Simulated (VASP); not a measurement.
# BAs (F-43m) in VASP: notebook

The runs below take BAs through G0W0 quasiparticle levels, with PBE.

Program: VASP 6.6.1. These are calculated values, not measurements. Logs are shortened: lines on timing, memory, paths and dates and some standing lists are left out, and cuts for length are marked.

## Step 1: The structure

The structure is cubic, space group F-43m (No. 216). The conventional cell has a = 4.777 Å, b = 4.777 Å, c = 4.777 Å, α = 90.00°, β = 90.00°, γ = 90.00°. As (site symmetry -43m) is surrounded by 4 B at 2.07 Å. B (site symmetry -43m) is surrounded by 4 As at 2.07 Å.

## Step 2: G0W0 quasiparticle levels, PBE

Input file POSCAR:

```
BAs
1.0
    0.0000000000      2.3885000000      2.3885000000
    2.3885000000      0.0000000000      2.3885000000
    2.3885000000      2.3885000000      0.0000000000
As B
1 1
Direct
    0.7500000000      0.7500000000      0.7500000000
    0.0000000000      0.0000000000      0.0000000000
```

Input file INCAR.step1:

```
SYSTEM = BAs
PREC = Accurate
ENCUT = 450
EDIFF = 1E-8
ISMEAR = 0
SIGMA = 0.01
LREAL = .False.
LASPH = .True.
NELM = 100
ALGO = Normal
LWAVE = .True.
LCHARG = .False.
GGA = PE
```

Input file INCAR.step2:

```
SYSTEM = BAs
PREC = Accurate
ENCUT = 450
EDIFF = 1E-8
ISMEAR = 0
SIGMA = 0.01
LREAL = .False.
LASPH = .True.
NELM = 1
ALGO = Exact
LWAVE = .True.
LCHARG = .False.
GGA = PE
NBANDS = 20
LOPTICS = .True.
ISTART = 1
```

Input file INCAR.step3:

```
SYSTEM = BAs
PREC = Accurate
ENCUT = 450
EDIFF = 1E-8
ISMEAR = 0
SIGMA = 0.01
LREAL = .False.
LASPH = .True.
ALGO = EVGW0
LWAVE = .False.
LCHARG = .False.
GGA = PE
NELMGW = 1
NBANDS = 20
ENCUTGW = 75
NOMEGA = 48
PRECFOCK = Fast
ISTART = 1
NBANDSGW = 12
```

Input file KPOINTS:

```
Automatic mesh
0
Gamma
  3 3 3
  0 0 0
```

Potentials or basis: VASP PAW PBE potentials, release 64 (As_GW, B_GW).

Launch:

```sh
cat potpaw_PBE.64/As_GW/POTCAR potpaw_PBE.64/B_GW/POTCAR > POTCAR
cp INCAR.step1 INCAR
mpirun -np 1 vasp_std > vasp.out
cp INCAR.step2 INCAR
mpirun -np 1 vasp_std > vasp.out
cp INCAR.step3 INCAR
mpirun -np 1 vasp_std > vasp.out
```

OUTCAR:

```text
SYSTEM = BAs
   PREC = Accurate
   ENCUT = 450
   EDIFF = 1E-8
   ISMEAR = 0
   LREAL = .False.
   LASPH = .True.
   GGA = PE
   NELMGW = 1
   ENCUTGW = 75
   PRECFOCK = Fast
   ISTART = 1

 Found      4 irreducible k-points:

 Following reciprocal coordinates:
            Coordinates               Weight
  0.000000  0.000000  0.000000      1.000000
  0.333333  0.000000  0.000000      8.000000
  0.333333  0.333333  0.000000      6.000000
 -0.333333  0.333333  0.000000     12.000000
   k-points           NKPTS =      4   k-points in BZ     NKDIM =     27   number of bands    NBANDS=     20
   number of dos      NEDOS =    301   number of ions     NIONS =      2
   total plane-waves  NPLWV =  13824
   dimension x,y,z NGX =    24 NGY =   24 NGZ =   24
   dimension x,y,z NGXF=    48 NGYF=   48 NGZF=   48
   ions per type =               1   1
   NGX,Y,Z   is equivalent  to a cutoff of  11.81, 11.81, 11.81 a.u.
   NGXF,Y,Z  is equivalent  to a cutoff of  23.62, 23.62, 23.62 a.u.
 SYSTEM =  BAs
   PREC   = accura    normal or accurate (medium, high low for compatibility)
   ISTART =      1    job   : 0-new  1-cont  2-samecut
   ICHARG =      0    charge: 1-file 2-atom 10-const
   ISPIN  =      1    spin polarized calculation?
   LNONCOLLINEAR =      F non collinear calculations
   LSORBIT =      F    spin-orbit coupling
   LASPH  =      T    aspherical Exc in radial PAW
   ENCUT  =  450.0 eV  33.07 Ry    5.75 a.u.   5.84  5.84  5.84*2*pi/ulx,y,z
   NELM   =     60;   NELMIN=  2; NELMDL=  0     # of ELM steps
   EDIFF  = 0.1E-07   stopping-criterion for ELM
   LREAL  =      F    real-space projection
   EDIFFG = 0.1E-06   stopping-criterion for IOM
   NSW    =      0    number of steps for IOM
   IBRION =     -1    ionic relax: 0-MD 1-quasi-New 2-CG
   NFREE  =      0    steps in history (QN), initial steepest desc. (CG)
   ISIF   =      0    stress and relaxation
   ISYM   =      3    0-nonsym 1-usesym 2-fastsym
   POTIM  = 0.5000    time-step for ionic-motion
   TEBEG  =    0.0;   TEEND  =   0.0 temperature during run
   PSTRESS=    0.0 pullay stress
   NELECT =       8.0000    total number of electrons
   NUPDOWN=      -1.0000    fix difference up-down
   EMIN   =  10.00;   EMAX   =-10.00  energy-range for DOS
   EFERMI =   0.00;   METHOD = LEGACY
   ISMEAR =     0;   SIGMA  =   0.01  broadening in eV -4-tet -1-fermi 0-gaus
   EFERMI_NEDOS =   21; number of points for ismear=-14 and -15
   IALGO  =     38    algorithm
   IMIX   =      4    mixing-type and parameters
     AMIX     =   0.40;   BMIX     =  1.00
     AMIX_MAG =   1.60;   BMIX_MAG =  1.00
  volume/ion in A,a.u.               =      13.63        91.95
  Fermi-wavevector in a.u.,A,eV,Ry     =   1.088018  2.056057 16.106360  1.183784
  Thomas-Fermi vector in A             =   2.224191
   LORBIT       =      0    0 simple, 1 ext, 2 COOP (PROOUT), +10 PAW based schemes
   GGA     = PE    functional components
   LHFCALC =     T    Hartree Fock is set to
   PRECFOCK=fast      Normal, Fast or Accurate (Low or Medium for compatibility)
   ENCUT4O =  -1.0   cutoff for four orbital integrals eV
   NKREDX  =     1    reduce k-point grid by
   NKREDY  =     1    reduce k-point grid by
   NKREDZ  =     1    reduce k-point grid by
   AEXX    =    1.0000 exact exchange contribution
   HFSCREEN=    0.0000 screening length (either q_TF or 0.3 A-1)
   HFSCREENC=   0.0000 screening length for correlation (either q_TF or 0.3 A-1)
   ENCUTFOCK=  -1.0 apply spherical cutoff to Coloumb kernel
   IVDW    =     0    specifies the selected vdW correction
   LEPSILON=     F    determine dielectric tensor
   LRPA    =     F    only Hartree local field effects (RPA)
   LRPAFORCE           =     F    calculate RPA forces
   ENCUTGW             =  75.0    cutoff for response function in eV
   ENCUTGWSOFT         =  60.0    soft cutoff for Coulomb kernel in GW response function in eV
   ENCUTLF             =  -1.0    cutoff for local field effects
   NELMGW              =     1    number of iterations in solving QP/BSE equation
   NELMHF              =     1    number of iterations in the inner HF iteration
   NKREDLFX            =     1    NKREDLFY  =   1   NKREDLFZ  =   1
 non-spin polarized calculation
 Gauss-broadening in eV      SIGMA  =   0.01
  energy-cutoff  :      450.00
  volume of cell :       27.25
 maximum number of plane-waves:       609
  NGX = 14; NGY = 14; NGZ = 14
   NGX = 11   NGY = 11   NGZ = 11
 maximum number of plane-waves:        51
 NGX is ok and might be reduce to    10

 QP shifts <psi_nk| G(iteration)W_0 |psi_nk>: iteration 1
 for sc-GW calculations column KS-energies equals QP-energies in previous step
 and V_xc(KS)=  KS-energies - (<T + V_ion + V_H > + <T+V_H+V_ion>^1  + <V_x>^1)

 k-point   1 :       0.0000    0.0000    0.0000
  band No.  KS-energies  QP-energies   sigma(KS)   V_xc(KS)     V^pw_x(r,r')   Z            occupation Imag(sigma)

      1      -9.1660      -9.5049     -12.1051     -11.6436     -19.5361       0.7344       2.0000       1.3860
      2       6.2712       6.4942     -12.3335     -12.6127     -14.7586       0.7986       2.0000       0.0926
      3       6.2712       6.4942     -12.3335     -12.6127     -14.7586       0.7986       2.0000       0.0926
      4       6.2712       6.4942     -12.3335     -12.6127     -14.7586       0.7986       2.0000       0.0926
      5       9.5022      10.4574     -10.1721     -11.3720      -6.3473       0.7960       0.0000      -0.0926
      6       9.5022      10.4574     -10.1721     -11.3720      -6.3473       0.7960       0.0000      -0.0926
      7       9.5022      10.4574     -10.1721     -11.3720      -6.3473       0.7960       0.0000      -0.0926
      8      10.9398      12.2381     -10.9216     -12.6009      -6.1731       0.7731       0.0000      -0.1711
      9      15.8266      16.3404      -8.1654      -8.8101      -2.9261       0.7968       0.0000      -0.3359
     10      19.1544      20.0878      -9.2188     -10.4036      -4.3233       0.7878       0.0000      -0.3280
     11      19.1544      20.0878      -9.2188     -10.4036      -4.3233       0.7878       0.0000      -0.3280
     12      20.5662      21.2976      -8.0664      -8.9570      -2.4337       0.8212       0.0000      -0.7324

 k-point   2 :       0.3333    0.0000    0.0000
  band No.  KS-energies  QP-energies   sigma(KS)   V_xc(KS)     V^pw_x(r,r')   Z            occupation Imag(sigma)
[... 33 lines left out ...]
      1      -5.3389      -5.4736     -12.4287     -12.2478     -18.4720       0.7443       2.0000       0.7525
      2      -1.6114      -1.8901     -12.3370     -11.9690     -17.1029       0.7574       2.0000       0.4305
      3       0.1557      -0.0643     -11.2845     -11.0017     -14.8096       0.7782       2.0000       0.2277
      4       3.1964       3.2043     -12.0023     -12.0124     -15.0695       0.7836       2.0000       0.1313
      5       8.7106       9.3631      -9.4519     -10.2680      -5.4294       0.7994       0.0000      -0.0958
      6      13.5084      14.6770     -10.1819     -11.6901      -5.1125       0.7748       0.0000      -0.2380
      7      14.3617      15.5642     -10.1803     -11.7080      -5.1334       0.7871       0.0000      -0.2900
      8      15.6007      16.6945     -10.2905     -11.7060      -4.9689       0.7728       0.0000      -0.3438
      9      15.7170      16.5503      -9.3339     -10.3779      -4.5681       0.7982       0.0000      -0.2608
     10      18.3558      19.1784      -8.9673      -9.9829      -4.0989       0.8099       0.0000      -0.3749
     11      23.1158      24.3369      -9.6896     -11.3129      -3.3076       0.7523       0.0000      -0.8384
     12      24.7319      25.6405      -8.1543      -9.3001      -2.4061       0.7930       0.0000      -0.8217
```

Wall time 10 s (1 thread of Intel Xeon Platinum 8259CL at 2.50GHz (Skylake/Cascade Lake), shared host); peak memory 0.17 GiB.

The run converged, but some of its settings lie outside the range that counts as converged, so its numbers aren't taken as properties of the crystal.

Results:

```
Band gap on the k mesh, mean-field level : 1.24 eV, indirect (least direct gap 3.23 eV)
Quasiparticle gap                        : 1.63 eV
Least direct quasiparticle gap           : 3.96 eV
```

Caveat: the k mesh is coarse (spacing up to 0.76 Å⁻¹), so the values aren't converged; bands, screening cutoff and mesh are small and nothing is extrapolated, so the quasiparticle values aren't converged; an odd mesh through Γ misses points on the zone boundary, where band edges often lie.

## Step 3: G0W0 quasiparticle levels, PBE

POSCAR is that of step 2.

INCAR.step1 is that of step 2.

Edit INCAR.step2 of step 2 so:

```diff
@@ -13,3 +13,3 @@
 GGA = PE
-NBANDS = 20
+NBANDS = 16
 LOPTICS = .True.
```

Edit INCAR.step3 of step 2 so:

```diff
@@ -13,4 +13,4 @@
 NELMGW = 1
-NBANDS = 20
-ENCUTGW = 75
+NBANDS = 16
+ENCUTGW = 150
 NOMEGA = 48
```

KPOINTS is that of step 2.

Potentials or basis: VASP PAW PBE potentials, release 64 (As_GW, B_GW).

Launch:

```sh
cat potpaw_PBE.64/As_GW/POTCAR potpaw_PBE.64/B_GW/POTCAR > POTCAR
cp INCAR.step1 INCAR
mpirun -np 1 vasp_std > vasp.out
cp INCAR.step2 INCAR
mpirun -np 1 vasp_std > vasp.out
cp INCAR.step3 INCAR
mpirun -np 1 vasp_std > vasp.out
```

OUTCAR:

```text
SYSTEM = BAs
   PREC = Accurate
   ENCUT = 450
   EDIFF = 1E-8
   ISMEAR = 0
   LREAL = .False.
   LASPH = .True.
   GGA = PE
   NELMGW = 1
   ENCUTGW = 150
   PRECFOCK = Fast
   ISTART = 1

 Found      4 irreducible k-points:

 Following reciprocal coordinates:
            Coordinates               Weight
  0.000000  0.000000  0.000000      1.000000
  0.333333  0.000000  0.000000      8.000000
  0.333333  0.333333  0.000000      6.000000
 -0.333333  0.333333  0.000000     12.000000
   k-points           NKPTS =      4   k-points in BZ     NKDIM =     27   number of bands    NBANDS=     16
   number of dos      NEDOS =    301   number of ions     NIONS =      2
   total plane-waves  NPLWV =  13824
   dimension x,y,z NGX =    24 NGY =   24 NGZ =   24
   dimension x,y,z NGXF=    48 NGYF=   48 NGZF=   48
   ions per type =               1   1
   NGX,Y,Z   is equivalent  to a cutoff of  11.81, 11.81, 11.81 a.u.
   NGXF,Y,Z  is equivalent  to a cutoff of  23.62, 23.62, 23.62 a.u.
 SYSTEM =  BAs
[... 53 lines left out ...]
   NELMHF              =     1    number of iterations in the inner HF iteration
   NKREDLFX            =     1    NKREDLFY  =   1   NKREDLFZ  =   1
 non-spin polarized calculation
 Gauss-broadening in eV      SIGMA  =   0.01
  energy-cutoff  :      450.00
  volume of cell :       27.25
 maximum number of plane-waves:       609
  NGX = 14; NGY = 14; NGZ = 14
   NGX = 11   NGY = 11   NGZ = 11
 maximum number of plane-waves:       117

 QP shifts <psi_nk| G(iteration)W_0 |psi_nk>: iteration 1
 for sc-GW calculations column KS-energies equals QP-energies in previous step
 and V_xc(KS)=  KS-energies - (<T + V_ion + V_H > + <T+V_H+V_ion>^1  + <V_x>^1)

 k-point   1 :       0.0000    0.0000    0.0000
  band No.  KS-energies  QP-energies   sigma(KS)   V_xc(KS)     V^pw_x(r,r')   Z            occupation Imag(sigma)

      1      -9.1660      -9.4531     -12.0350     -11.6436     -19.5361       0.7336       2.0000       1.4518
      2       6.2712       6.5786     -12.2255     -12.6127     -14.7586       0.7937       2.0000       0.0921
      3       6.2712       6.5786     -12.2255     -12.6127     -14.7586       0.7937       2.0000       0.0921
      4       6.2712       6.5786     -12.2255     -12.6127     -14.7586       0.7937       2.0000       0.0921
      5       9.5022      10.6431      -9.9397     -11.3720      -6.3473       0.7966       0.0000      -0.0962
      6       9.5022      10.6431      -9.9397     -11.3720      -6.3473       0.7966       0.0000      -0.0962
      7       9.5022      10.6431      -9.9397     -11.3720      -6.3473       0.7966       0.0000      -0.0962
      8      10.9398      12.3522     -10.7661     -12.6009      -6.1731       0.7698       0.0000      -0.1706
      9      15.8266      16.5752      -7.8770      -8.8101      -2.9261       0.8022       0.0000      -0.3376
     10      19.1544      20.4601      -8.7590     -10.4036      -4.3233       0.7939       0.0000      -0.3379
     11      19.1544      20.4601      -8.7590     -10.4036      -4.3233       0.7939       0.0000      -0.3379
     12      20.5662      21.6322      -7.6734      -8.9570      -2.4337       0.8305       0.0000      -0.7568
[... 36 lines left out ...]
      1      -5.3389      -5.4223     -12.3596     -12.2478     -18.4720       0.7452       2.0000       0.7944
      2      -1.6114      -1.8229     -12.2502     -11.9690     -17.1029       0.7523       2.0000       0.4494
      3       0.1557       0.0126     -11.1864     -11.0017     -14.8096       0.7751       2.0000       0.2435
      4       3.1964       3.2812     -11.9042     -12.0124     -15.0695       0.7847       2.0000       0.1560
      5       8.7106       9.5225      -9.2525     -10.2680      -5.4294       0.7995       0.0000      -0.0947
      6      13.5084      14.8609      -9.9457     -11.6901      -5.1125       0.7753       0.0000      -0.2532
      7      14.3617      15.8105      -9.8721     -11.7080      -5.1334       0.7892       0.0000      -0.3066
      8      15.6007      16.9095     -10.0151     -11.7060      -4.9689       0.7740       0.0000      -0.3630
      9      15.7170      16.7761      -9.0543     -10.3779      -4.5681       0.8003       0.0000      -0.2710
     10      18.3558      19.5050      -8.5740      -9.9829      -4.0989       0.8157       0.0000      -0.3858
     11      23.1158      24.6778      -9.2394     -11.3129      -3.3076       0.7534       0.0000      -0.8809
     12      24.7319      26.0422      -7.6619      -9.3001      -2.4061       0.7999       0.0000      -0.8440
```

OUTCAR.step1:

```text
SYSTEM = BAs
   PREC = Accurate
   ENCUT = 450
   EDIFF = 1E-8
   ISMEAR = 0
   LREAL = .False.
   LASPH = .True.
[... 150 lines left out ...]
      3.58275      3.58275      3.58275         0.000000      0.000000      0.000000
      0.00000      0.00000      0.00000        -0.000000     -0.000000     -0.000000
 -----------------------------------------------------------------------------------
    total drift:                               -0.000000     -0.000000     -0.000000

  FREE ENERGIE OF THE ION-ELECTRON SYSTEM (eV)
  ---------------------------------------------------
  free  energy   TOTEN  =       -10.7745355604 eV

  energy  without entropy=      -10.7745355604  energy(sigma->0) =      -10.77453556
```

OUTCAR.step2:

```text
SYSTEM = BAs
   PREC = Accurate
   ENCUT = 450
   EDIFF = 1E-8
[... 517 lines left out ...]
  --------------------------------------------------------------------------------------------------------------
     0.00000    20.90892    20.90892    20.90892    -0.00000    -0.00000     0.00000
     0.53887    21.20078    21.20078    21.20078    -0.00000    -0.00000     0.00000
     1.07774    22.15446    22.15446    22.15446    -0.00000    -0.00000     0.00000
     1.61661    24.03162    24.03162    24.03162    -0.00000    -0.00000     0.00000
     2.15548    27.58897    27.58897    27.58897    -0.00000    -0.00000     0.00000
     2.69435    35.84211    35.84211    35.84211    -0.00000    -0.00000     0.00000
[... 92 lines left out ...]
    52.80922     0.79507     0.79507     0.79507     0.00000     0.00000    -0.00000
    53.34809     0.79933     0.79933     0.79933     0.00000     0.00000    -0.00000
```

It took 11 s on 1 thread of Intel Xeon Platinum 8259CL at 2.50GHz (Skylake/Cascade Lake), shared host; peak memory 0.17 GiB.

The run converged, but some of its settings lie outside the range that counts as converged, so its numbers aren't taken as properties of the crystal.

Results:

- Band gap on the k mesh, mean-field level: 1.24 eV, indirect (least direct gap 3.23 eV)
- Quasiparticle gap: 1.69 eV
- Least direct quasiparticle gap: 4.06 eV

Caveat: the k mesh is coarse (spacing up to 0.76 Å⁻¹), so the values aren't converged; bands, screening cutoff and mesh are small and nothing is extrapolated, so the quasiparticle values aren't converged; an odd mesh through Γ misses points on the zone boundary, where band edges often lie.

(Continued in part 2 of 3.)
